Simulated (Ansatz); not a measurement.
Set up this calculation in Ansatz 0.2.0, as the native input.

| Item | Value |
| --- | --- |
| Task | Born charges and dielectric tensor |
| Functional | PBEsol |
| Potentials or basis | Ansatz PAW |
| Cutoff | 420 eV (not typed: the program's choice for these potentials) |
| k mesh | 6 × 6 × 4 |
| Occupations | fixed |
| Spin | no spin polarisation |

The system is MgS.

```
CELL_PARAMETERS angstrom
4.03462 0.00000 0.00000
-2.01731 3.49409 0.00000
0.00000 0.00000 6.43229
ATOMIC_POSITIONS crystal
S 0.66667 0.33333 0.87924
S 0.33333 0.66667 0.37924
Mg 0.33333 0.66667 0.99575
Mg 0.66667 0.33333 0.49575
```

The cell comes from a database or a generator and needn't be the stable form of this composition.

One way to write it, as run:

input.yaml

```yaml
crystal:
  lattice:
    - [4.0346224068, 0.0, 0.0]
    - [-2.0173112034, 3.494085499, 0.0]
    - [0.0, 0.0, 6.43229418]
  atoms:
    - { symbol: S, position: [0.6666666667, 0.3333333333, 0.87924415] }
    - { symbol: S, position: [0.3333333333, 0.6666666667, 0.37924415] }
    - { symbol: Mg, position: [0.3333333333, 0.6666666667, 0.99575485] }
    - { symbol: Mg, position: [0.6666666667, 0.3333333333, 0.49575485] }
hamiltonian:
  xc: pbesol
  pseudopotentials: { kind: paw }
kpoints:
  mp_grid: { grid: [6, 6, 4] }
scf:
  occupations: { method: fixed }
output:
  eigenvalues: true
dielectric:
  method: response
```

Potentials or basis: Ansatz PAW.

Command:

```console
$ ansatz run input.yaml --threads 2 --pin off --max-ram 5632MiB --backend cpu --events-out ev --progress --plain --runs-dir out
```

Results of the run:

```json
{
  "Band gap on the k mesh": "3.27 eV, direct",
  "Electronic dielectric tensor (diagonal)": "4.09, 4.09, 4.22",
  "Born charges (mean of the diagonal)": "S -1.91; Mg +1.91 e"
}
```

Wall time 36 s on 2 threads of Arm Neoverse V2 (shared host), peak memory 0.63 GiB.
